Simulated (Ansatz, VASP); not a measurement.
# One calculation of Cu, two programs

Contents of INCAR:

```
PREC     = Accurate       # precision mode
ENCUT    = 520            # plane-wave cutoff, eV
EDIFF    = 1E-6           # SCF threshold, eV
ISMEAR   = 0              # smearing method
SIGMA    = 0.15           # smearing width, eV
LREAL    = F              # projectors in reciprocal space
LASPH    = T              # aspherical terms in the spheres
NELM     = 100            # most SCF steps
ALGO     = Normal         # electronic algorithm
ISIF     = 2              # what is computed and relaxed
LWAVE    = F              # write WAVECAR
LCHARG   = F              # write CHGCAR
GGA      = PS             # functional
NBANDS   = 12             # bands
```

File KPOINTS:

```
regular mesh
0
Gamma
  24 24 24
```

File POSCAR:

```
Cu
1.0
   -1.4427933200      1.4531139309      1.3869023999
    1.4427933200     -1.4324727091      1.3652605001
    1.4427933200      1.4324727091     -1.3652605001
Cu
1
Direct
    0.0000000000      0.0000000000      0.0000000000
```

Input for Ansatz:

```yaml
crystal:
  lattice:
    - [-1.44279332, 1.4531139309, 1.3869023999]
    - [1.44279332, -1.4324727091, 1.3652605001]
    - [1.44279332, 1.4324727091, -1.3652605001]
  atoms:
    - { symbol: Cu, position: [0.0, 0.0, 0.0] }
basis:
  ecutwfc: 420
kpoints:
  mp_grid: { grid: [24, 24, 24] }
hamiltonian:
  xc: pbesol
scf:
  occupations: { method: gaussian, width: 0.15 }
output:
  forces: true
  stress: true
  eigenvalues: true
```

Change from the starting cell: strain +0.0150 x Voigt [0, 0, 0, 1, 0, 0], atoms carried along.

Alike in both runs: task single point; functional PBEsol; k mesh 24 × 24 × 24; occupations gaussian, width 0.15 eV; no spin polarisation.

```csv
,VASP,Ansatz
version,VASP 6.6.1,Ansatz 0.2.0
potentials or method,"VASP PAW PBE potentials, release 64 (Cu)","scalar-relativistic, plane waves, PAW"
plane-wave cutoff (eV),520,420
valence electrons in the cell,11,19
```

VASP gave:

```
gap on the k mesh at the Fermi level (eV)       : none
pressure (GPa)                                  : -0.6
largest component of the traceless stress (GPa) : 1.43
```

Q: Estimate Ansatz's values.

A: gap on the k mesh at the Fermi level (eV): none; pressure (GPa): -1.4; largest component of the traceless stress (GPa): 1.46.

A gap of «none» marks a metal or a gap that the smearing closes. The functional is the same, so the differences come from potentials, cutoffs and numerics. The two sets of potentials don't hold the same shells in valence.

Caveats: the PAW data sets were made with another functional, which shifts forces and pressure a little (VASP).
